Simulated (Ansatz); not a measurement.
## MnSb: from a first guess to the relaxed zincblende type

First guess:

```xyz
2
Lattice="0.0000 3.0625 3.0625 3.0625 0.0000 3.0625 3.0625 3.0625 0.0000" Properties=species:S:1:pos:R:3 pbc="T T T"
Mn    0.0000    0.0000    0.0000
Sb    1.5313    1.5313    1.5313
```

Level of theory: DFT, PBE, PAW with Ansatz's default frozen-core files, scalar-relativistic in Ansatz 0.2.0.

Cell and atoms relax within the symmetry of the start on a 10×10×10 k mesh with 0.03 eV Fermi–Dirac smearing, from parallel moments.

The start is built from a prototype, known or not as a phase of this compound; the cutoff is 420 eV.

Spin–orbit coupling is left out, though it moves levels of the heavy atoms by tenths of an eV or more.

The magnetic state is the one reached from parallel moments; other orders may lie lower.

(1) What is the pressure of the first guess?

(2) What does it relax to?

(3) How much energy does the relaxation release?

(4) What moment does the relaxed primitive cell (2 atoms) carry?

Answers

(1) 1.28 GPa.

(2) a = 6.180 Å, b = 6.180 Å, c = 6.180 Å, α = 90.00°, β = 90.00°, γ = 90.00° (conventional cell), 29.51 Å³ per atom:
```cif
data_structure
_symmetry_space_group_name_H-M 'F-43m'
_symmetry_Int_Tables_number 216
_cell_length_a 6.1802
_cell_length_b 6.1802
_cell_length_c 6.1802
_cell_angle_alpha 90.000
_cell_angle_beta 90.000
_cell_angle_gamma 90.000
_cell_volume 236.05
loop_
_atom_site_label
_atom_site_type_symbol
_atom_site_symmetry_multiplicity
_atom_site_Wyckoff_symbol
_atom_site_fract_x
_atom_site_fract_y
_atom_site_fract_z
_atom_site_occupancy
Mn1 Mn 4 a 0.00000 0.00000 0.00000 1
Sb1 Sb 4 d 0.25000 0.25000 0.75000 1
```

(3) 3 meV/atom.

(4) 4.00 μB.
